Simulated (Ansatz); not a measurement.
# TePb (Fm-3m) in Ansatz: further runs, part 2 of 2

Ansatz 0.2.0.

## 4. Single point, RPBE+D4, 31.71 Å³/atom (volume scaled by 0.94)

input.yaml reads:

```yaml
crystal:
  lattice:
    - [0.0, 3.1650427173, 3.1650427173]
    - [3.1650427173, 0.0, 3.1650427173]
    - [3.1650427173, 3.1650427173, 0.0]
  atoms:
    - { symbol: Pb, position: [0.0, 0.0, 0.0] }
    - { symbol: Te, position: [0.5, 0.5, 0.5] }
hamiltonian:
  xc: rpbe
  pseudopotentials: { kind: paw }
  dispersion: d4
kpoints:
  mp_grid: { grid: [7, 7, 7] }
scf:
  occupations: { method: fermi_dirac, width: 0.05 }
output:
  forces: true
  stress: true
  eigenvalues: true
  write_density: true
  write_potential: true
  elf: true
  volumetric_format: npy
```

Potentials or basis: Ansatz PAW.

On the command line:

```console
$ ansatz run input.yaml --threads 2 --pin off --max-ram 5120MiB --backend cpu --events-out ev --progress --plain --runs-dir out
```

What it wrote:

```text
Warning: RAYON_NUM_THREADS=2 ignored (pool sized by the plan → 2); use --threads N
Engine: ansatz 0.2.0, aarch64-unknown-linux-gnu
Pseudopotentials: kind: paw
Pseudopotential: Pb, paw, valence charge 14, recommended cutoff 420 eV (normal), Pb.paw.azcp
Pseudopotential: Te, paw, valence charge 16, recommended cutoff 420 eV (normal), Te.paw.azcp
Functional definition: RPBE
  parameter kappa = 0.804
  parameter beta = 0.06672455060314922
  exchange = rpbe_x(kappa = kappa, mu = beta*pi^2/3)
  correlation = pbe_c(beta = beta)
Crystal: 2 atoms, lattice volume = 63.412 Å³
Basis set: ecut = 420 eV, 1243 PW (Γ), exchange–correlation on 60×60×60 points (8 copies of the dense FFT grid, shifted against one another)
Bands: 19, of which v1, the nominal top of the filled ones, is band 15 counted from 1 (14 counted from 0)
Symmetry: 48 space group operations
Space group: Fm-3m (ITA 225), of the structure as read, at distance tolerance 4.0e-5 Å
k-points: 20 of 343
Non-local potential: Pb, projectors of the file, l = 0: 2, l = 1: 2, l = 2: 2, l = 3: 2
Non-local potential: Te, projectors of the file, l = 0: 2, l = 1: 2, l = 2: 2, l = 3: 2
PAW form: soft (Blöchl's): semilocal exchange-correlation on the pseudo side does not see the compensation charge
PAW frozen core: Pb, regenerated for the run's functional, and the local potential with it (the file was generated under x = pbe(κ = 0.804, μ = 0.2195149727645171), c = pbe(β = 0.06672455060314922))
PAW frozen core: Te, regenerated for the run's functional, and the local potential with it (the file was generated under x = pbe(κ = 0.804, μ = 0.2195149727645171), c = pbe(β = 0.06672455060314922))
PAW one-centre angular grid: Pb, 590 points (default); XC on 64 Gauss nodes
PAW one-centre angular grid: Te, 590 points (default); XC on 64 Gauss nodes
Initial density: superposition of atomic densities (neutral atoms: chi_scale 0, normalization atom), corrected by the library's trained network
Initial wavefunctions: pseudopotential atomic-orbital guess
Functional: x = rpbe, c = pbe(β = 0.06672455060314922)
SCF iter   1: F=—  HF=-18912.789518 eV  |F-HF|=—  |Δ(HF+E_count)|=         —  Δρ=1.93e-3  dr2=1.80e-3  ethr=1.77e-3  ⟨swp⟩=6.2  Hψ=1979  notcnv=0
preconditioner: auto → none  [insulator: Δε(μ)=0.955 eV  Ē_g=15.004 eV  σ=0.050 eV  W_gap=1.00  n_scr=14 (ndim 8)  ℏωp=20.9 eV  f_vac=0.009  D(μ)=0.00/eV (n_scr^D=0)  ε∞_Penn≈2.9]
SCF iter   2: F=—  HF=-18912.787152 eV  |F-HF|=—  |Δ(HF+E_count)|=   2.37e-3  Δρ=5.93e-4  dr2=1.21e-4  ethr=6.00e-6  ⟨swp⟩=2.2  Hψ=848  notcnv=0
SCF iter   3: F=—  HF=-18912.787232 eV  |F-HF|=—  |Δ(HF+E_count)|=   8.03e-5  Δρ=3.08e-4  dr2=2.90e-5  ethr=4.05e-7  ⟨swp⟩=3.0  Hψ=686  notcnv=0
SCF iter   4: F=—  HF=-18912.787271 eV  |F-HF|=—  |Δ(HF+E_count)|=   3.85e-5  Δρ=2.26e-5  dr2=7.34e-7  ethr=9.66e-8  ⟨swp⟩=2.0  Hψ=481  notcnv=0
SCF iter   5: F=—  HF=-18912.787271 eV  |F-HF|=—  |Δ(HF+E_count)|=   1.05e-7  Δρ=1.31e-5  dr2=1.31e-7  ethr=2.45e-9  ⟨swp⟩=2.0  Hψ=585  notcnv=0
SCF iter   6: F=-18912.787271 eV  HF=-18912.787271 eV  |F-HF|=3.69e-9  |Δ(HF+E_count)|=   2.20e-8  Δρ=3.75e-6  dr2=1.28e-8  ethr=3.33e-10  ⟨swp⟩=9.8  Hψ=2746  notcnv=0
SCF 1 converged in 6 iterations: F = -18912.787271 eV  dr2 = 1.28e-8
SCF converged after 6 iterations
Free energy (F): -18912.787271 eV
Harris-Foulkes:  -18912.787271 eV  (|F-HF|=3.69e-9)
Internal energy: -18912.787267 eV  (E = F + TS)
E sigma→0 (E₀):  -18912.787269 eV
Entropy (-TS):   -0.000004 eV (-0.002 meV/atom)
Fermi energy:    10.228894 eV
--- Per-component energies (eV) ---
  E_band       = -289.518324
  E_kinetic    = 469.924467
  E_local      = -2291.251367  (includes V_loc(G=0)·N_el)
  E_nonlocal   = 38.771068
  E_hartree    = 1221.269176
  E_xc         = -346.872689
  E_vxc        = -237.788199  (∫ρ·V_xc dr)
  E_paw        = -15090.660165  (= ΣΔE_a)
  E_vpaw       = -711.711265  (= ΣTr[D̂ρ^β])
  E_aug_tail   = -0.000129  (compensation charges beyond the density's cutoff)
  E_ewald      = -2912.372010
  E_disp       = -1.634710  (pairwise vdW)
  E_core_change = 0.039091  (= ΣΔE_core)
  E_smearing   = -0.000004  (= −TS)
  E_closure    = 0.000000  (closes the sum)
  Σ components = -18912.787271   (vs F -18912.787271, Δ=0.00e0)
--- Forces (eV/Å), atoms counted from 1 ---
  atom   1  Pb    -0.00000000     0.00000000     0.00000000
  atom   2  Te     0.00000000     0.00000000     0.00000000
  max |Σ_I F_I| component: 3.34e-29 eV/Å
--- Stress (GPa, compression-positive) ---
        2.988327       0.000000      -0.000000
        0.000000       2.988327       0.000000
        0.000000      -0.000000       2.988327
  P = ⅓ Tr σ = 2.9883 GPa (29.883 kbar)
--- Band table (eV; the first three rows and the last of 20) ---
  k-point 0: bands = ["-26.5917", "-26.5917", "-26.5853", "-26.5853", "-26.5853", "-7.0634", "-7.0634", "-7.0532", "-7.0532", "-7.0532", "-2.7027", "4.4560", "8.2330", "8.2330", "8.2330", "14.0178", "14.0178", "14.0178", "15.5228"]
  k-point 1: bands = ["-26.5916", "-26.5916", "-26.5852", "-26.5852", "-26.5852", "-7.0670", "-7.0670", "-7.0528", "-7.0496", "-7.0496", "-2.5127", "3.7602", "8.2896", "8.2896", "8.6488", "13.0174", "13.1985", "13.1985", "15.3760"]
  k-point 2: bands = ["-26.5915", "-26.5915", "-26.5851", "-26.5849", "-26.5849", "-7.0764", "-7.0764", "-7.0519", "-7.0403", "-7.0403", "-1.9719", "2.3875", "8.4640", "8.4640", "9.2712", "11.6605", "11.9491", "11.9491", "16.0016"]
  k-point 19: bands = ["-26.5918", "-26.5912", "-26.5850", "-26.5847", "-26.5841", "-7.1227", "-7.0679", "-7.0481", "-7.0391", "-7.0224", "-0.6537", "1.5806", "5.4882", "6.1760", "9.0215", "11.7753", "14.5984", "15.4685", "16.0684"]
```

v_z.tsv:

```text
# z_ang	v_es[eV]	v_tot[eV]
# format = ansatz-planar-average/11
# xc	rpbe
# density_cutoff_ev	1680
# datasets	Pb=:simpson_from_first_knot:soft:shift=444948	Te=:simpson_from_first_knot:soft:shift=610361
# lattice	0.000000000	3.165042717	3.165042717
# lattice	3.165042717	0.000000000	3.165042717
# lattice	3.165042717	3.165042717	0.000000000
# sites	2
# site	82	0.000000000	0.000000000	0.000000000
# site	52	3.165042717	3.165042717	3.165042717
0.000000	3.797471e0	-6.270161e0
0.149202	3.841130e0	-6.191960e0
0.298403	3.993434e0	-5.937157e0
0.447605	4.307829e0	-5.457615e0
0.596806	4.838720e0	-4.719444e0
0.746008	5.601546e0	-3.740491e0
[... 22 lines left out ...]
4.177643	3.993434e0	-5.937157e0
4.326845	3.841130e0	-6.191960e0
```

Run time: 1.1 s. Hardware: 2 threads of Arm Neoverse V2, shared host; peak memory 0.33 GiB.

What came out:

```
Free energy : -18912.7873 eV
Pressure    : 3.0 GPa
```

Caveat: this odd mesh misses L, where the gap lies, so gap, dielectric constants and Born charges aren't listed; the PAW data sets come from PBE, with cores solved anew for the run's functional, which leaves a small shift of forces and pressure.

## 5. Single point, RPBE+D4, 32.38 Å³/atom (volume scaled by 0.96)

input.yaml reads:

```yaml
crystal:
  lattice:
    - [0.0, 3.1873324849, 3.1873324849]
    - [3.1873324849, 0.0, 3.1873324849]
    - [3.1873324849, 3.1873324849, 0.0]
  atoms:
    - { symbol: Pb, position: [0.0, 0.0, 0.0] }
    - { symbol: Te, position: [0.5, 0.5, 0.5] }
hamiltonian:
  xc: rpbe
  pseudopotentials: { kind: paw }
  dispersion: d4
kpoints:
  mp_grid: { grid: [7, 7, 7] }
scf:
  occupations: { method: fermi_dirac, width: 0.05 }
output:
  forces: true
  stress: true
  eigenvalues: true
```

On the command line:

```console
$ ansatz run input.yaml --threads 2 --pin off --max-ram 5120MiB --backend cpu --events-out ev --progress --plain --runs-dir out
```

It took 0.88 s on 2 threads of Arm Neoverse V2, shared host; peak memory 0.33 GiB.

The run converged. Its results:

```yaml
Free_energy: -18912.8076 eV
Pressure: 1.9 GPa
```

Caveat: this odd mesh misses L, where the gap lies, so gap, dielectric constants and Born charges aren't listed; the PAW data sets come from PBE, with cores solved anew for the run's functional, which leaves a small shift of forces and pressure.

## 6. Single point, RPBE+D4, 33.05 Å³/atom (volume scaled by 0.98)

input.yaml, as its differences from that of step 5:

```diff
@@ -2,5 +2,5 @@
   lattice:
-    - [0.0, 3.1873324849, 3.1873324849]
-    - [3.1873324849, 0.0, 3.1873324849]
-    - [3.1873324849, 3.1873324849, 0.0]
+    - [0.0, 3.2093147829, 3.2093147829]
+    - [3.2093147829, 0.0, 3.2093147829]
+    - [3.2093147829, 3.2093147829, 0.0]
   atoms:
```

Potentials or basis: Ansatz PAW.

On the command line:

```console
$ ansatz run input.yaml --threads 2 --pin off --max-ram 5120MiB --backend cpu --events-out ev --progress --plain --runs-dir out
```

It took 0.85 s on 2 threads of Arm Neoverse V2, shared host; peak memory 0.33 GiB.

It converged, with:

```yaml
Free_energy: -18912.8190 eV
Pressure: 0.9 GPa
```

Caveat: this odd mesh misses L, where the gap lies, so gap, dielectric constants and Born charges aren't listed; the PAW data sets come from PBE, with cores solved anew for the run's functional, which leaves a small shift of forces and pressure.

## 7. Single point, RPBE+D4, 33.73 Å³/atom

input.yaml, as its differences from that of step 6:

```diff
@@ -2,5 +2,5 @@
   lattice:
-    - [0.0, 3.2093147829, 3.2093147829]
-    - [3.2093147829, 0.0, 3.2093147829]
-    - [3.2093147829, 3.2093147829, 0.0]
+    - [0.0, 3.231, 3.231]
+    - [3.231, 0.0, 3.231]
+    - [3.231, 3.231, 0.0]
   atoms:
@@ -20 +20,5 @@
   eigenvalues: true
+  write_density: true
+  write_potential: true
+  elf: true
+  volumetric_format: npy
```

On the command line:

```console
$ ansatz run input.yaml --threads 2 --pin off --max-ram 5120MiB --backend cpu --events-out ev --progress --plain --runs-dir out
```

Run time: 1.1 s. Hardware: 2 threads of Arm Neoverse V2, shared host; peak memory 0.34 GiB.

The run converged. Its results:

```
Free energy : -18912.8225 eV
Pressure    : 0.0 GPa
```

Caveat: this odd mesh misses L, where the gap lies, so gap, dielectric constants and Born charges aren't listed; the PAW data sets come from PBE, with cores solved anew for the run's functional, which leaves a small shift of forces and pressure.

## 8. Single point, RPBE+D4, 34.40 Å³/atom (volume scaled by 1.02)

input.yaml, as its differences from that of step 7:

```diff
@@ -2,5 +2,5 @@
   lattice:
-    - [0.0, 3.231, 3.231]
-    - [3.231, 0.0, 3.231]
-    - [3.231, 3.231, 0.0]
+    - [0.0, 3.2523979746, 3.2523979746]
+    - [3.2523979746, 0.0, 3.2523979746]
+    - [3.2523979746, 3.2523979746, 0.0]
   atoms:
@@ -20,5 +20 @@
   eigenvalues: true
-  write_density: true
-  write_potential: true
-  elf: true
-  volumetric_format: npy
```

On the command line:

```console
$ ansatz run input.yaml --threads 2 --pin off --max-ram 5120MiB --backend cpu --events-out ev --progress --plain --runs-dir out
```

It took 0.9 s on 2 threads of Arm Neoverse V2, shared host; peak memory 0.33 GiB.

The run converged. Its results:

| Item | Value |
| --- | --- |
| Free energy | -18912.8194 eV |
| Pressure | -0.7 GPa |

Caveat: this odd mesh misses L, where the gap lies, so gap, dielectric constants and Born charges aren't listed; the PAW data sets come from PBE, with cores solved anew for the run's functional, which leaves a small shift of forces and pressure.

## 9. Single point, RPBE+D4, 35.08 Å³/atom (volume scaled by 1.04)

input.yaml, as its differences from that of step 8:

```diff
@@ -2,5 +2,5 @@
   lattice:
-    - [0.0, 3.2523979746, 3.2523979746]
-    - [3.2523979746, 0.0, 3.2523979746]
-    - [3.2523979746, 3.2523979746, 0.0]
+    - [0.0, 3.2735180337, 3.2735180337]
+    - [3.2735180337, 0.0, 3.2735180337]
+    - [3.2735180337, 3.2735180337, 0.0]
   atoms:
```

Potentials or basis: Ansatz PAW.

On the command line:

```console
$ ansatz run input.yaml --threads 2 --pin off --max-ram 5120MiB --backend cpu --events-out ev --progress --plain --runs-dir out
```

It took 0.91 s on 2 threads of Arm Neoverse V2, shared host; peak memory 0.33 GiB.

The run converged. Its results:

```
Free energy : -18912.8128 eV
Pressure    : -0.7 GPa
```

Caveat: this odd mesh misses L, where the gap lies, so gap, dielectric constants and Born charges aren't listed; the PAW data sets come from PBE, with cores solved anew for the run's functional, which leaves a small shift of forces and pressure.

## 10. Single point, RPBE+D4, 35.75 Å³/atom (volume scaled by 1.06)

input.yaml, as its differences from that of step 9:

```diff
@@ -2,5 +2,5 @@
   lattice:
-    - [0.0, 3.2735180337, 3.2735180337]
-    - [3.2735180337, 0.0, 3.2735180337]
-    - [3.2735180337, 3.2735180337, 0.0]
+    - [0.0, 3.2943690292, 3.2943690292]
+    - [3.2943690292, 0.0, 3.2943690292]
+    - [3.2943690292, 3.2943690292, 0.0]
   atoms:
```

On the command line:

```console
$ ansatz run input.yaml --threads 2 --pin off --max-ram 5120MiB --backend cpu --events-out ev --progress --plain --runs-dir out
```

Run time: 0.93 s. Hardware: 2 threads of Arm Neoverse V2, shared host; peak memory 0.33 GiB.

The run converged. Its results:

- Free energy: -18912.8127 eV
- Pressure: 1.0 GPa

Caveat: this odd mesh misses L, where the gap lies, so gap, dielectric constants and Born charges aren't listed; the PAW data sets come from PBE, with cores solved anew for the run's functional, which leaves a small shift of forces and pressure.

## 11. Equation of state, RPBE+D4

This step only gathers the single runs of the series.

Results:

```yaml
Equilibrium_volume: "33.64 Å³/atom (rough: see the caveat)"
Bulk_modulus: 29 GPa (rough)
```

Energy against volume, from the lowest point:
| volume (Å³/atom) | energy (meV/atom) |
| --- | --- |
| 31.706 | 17.60 |
| 32.380 | 7.43 |
| 33.055 | 1.74 |
| 33.730 | 0.00 |
| 34.404 | 1.55 |
| 35.079 | 4.82 |
| 35.753 | 4.89 |

Caveat: the potentials were made for another functional, which shifts forces and pressure; the fit is doubtful: noisy points or a state that changes with volume; this odd mesh misses L, where the gap lies, so gap, dielectric constants and Born charges aren't listed.

## 12. Comparison with measurements

Step 2. Against the measured gap of TePb, 0.19 eV (direct; 4.2 K; a printed reference work, monograph), the calculated 0.67 eV is off by +0.48 eV. Spin-orbit coupling on Pb, Te is left out. The value is that of PBEsol, without temperature or zero-point motion.

Step 3. A measured gap of TePb is 0.19 eV (direct; 4.2 K; a printed reference work, monograph); the calculated 0.66 eV misses it by +0.47 eV. Spin-orbit coupling on Pb, Te is left out. The value is that of PBEsol on a finite k mesh, which can miss the band edges, without temperature or zero-point motion.
